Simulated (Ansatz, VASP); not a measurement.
Two plane-wave programs on Os

```xyz
1
Lattice="0.0000 1.9513 1.9513 1.9513 0.0000 1.9513 1.9513 1.9513 0.0000" Properties=species:S:1:pos:R:3 pbc="T T T"
Os    0.0000    0.0000    0.0000
```

Alike in both runs: task single point; functional LDA; k mesh 16 × 16 × 16; occupations fermi-dirac, width 0.1 eV; no spin polarisation.

```csv
,VASP,Ansatz
version,VASP 6.6.1,Ansatz 0.2.0
potentials or method,"VASP PAW LDA potentials, release 64 (Os)","plane waves (420 eV) with PAW, scalar-relativistic"
plane-wave cutoff (eV),520,420
valence electrons in the cell,8,16
```

VASP gave:

| Quantity | Value |
| --- | --- |
| pressure (GPa) | -27.9 |

Which values does Ansatz return?

Pressure (GPa): -28.3.

The two sets of potentials don't hold the same shells in valence. Ansatz warned: «pseudo_functional_mismatch».

Caveats: so large a pressure means that the cell lies far from this level's equilibrium, or that cutoff or potentials fall short (VASP). The runs have no spin-orbit coupling, so splittings on Os are missing.
